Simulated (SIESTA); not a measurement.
Ga2O3:

```xyz
10
Lattice="6.1070 -1.5186 0.0000 6.1070 1.5186 0.0000 -1.3860 0.0000 5.6300" Properties=species:S:1:pos:R:3 pbc="T T T"
Ga    3.2184    0.0000    3.8621
Ga    7.6096    0.0000    1.7679
Ga   10.8240    0.0000    1.1564
Ga    0.0041    0.0000    4.4736
O     5.1267    0.0000    4.1853
O     5.7013    0.0000    1.4447
O     9.4919    0.0000    2.4592
O     1.3361    0.0000    3.1708
O     8.9710    0.0000    5.0118
O     1.8570    0.0000    0.6182
```

Base run:

```yaml
Program: SIESTA 5.4.2
Functional: PBE
Potentials_or_basis: PseudoDojo 0.4 standard (PBE files)
Basis: DZ (energy shift 0.01 Ry)
Grid_cutoff: 800 Ry
Energy_shift: 0.01 Ry
k_mesh: 6 × 6 × 4
Occupations: fermi-dirac, width 0.05 eV
Spin: no spin polarisation
```

Its results: band gap on the k mesh 2.27 eV, indirect (least direct gap 2.31 eV); pressure 13.8 GPa; largest force 0.459 eV/Å.

The run is repeated on the same cell with these changes: basis from DZ (energy shift 0.01 Ry) to TZP (energy shift 0.002 Ry; radii capped at 9.5 bohr); energy shift from 0.01 Ry to 0.002 Ry. What comes out?

Band gap on the k mesh 2.31 eV, indirect (least direct gap 2.33 eV); pressure 12.8 GPa; largest force 0.448 eV/Å.

Caveats: semicore shells carry a single zeta, which can move pressures by several GPa and volumes by a few percent; the basis of atomic orbitals isn't converged, which shifts pressures, moduli and gaps; the basis has no polarisation orbitals (some runs).

Not every run made on this cell is shown here.
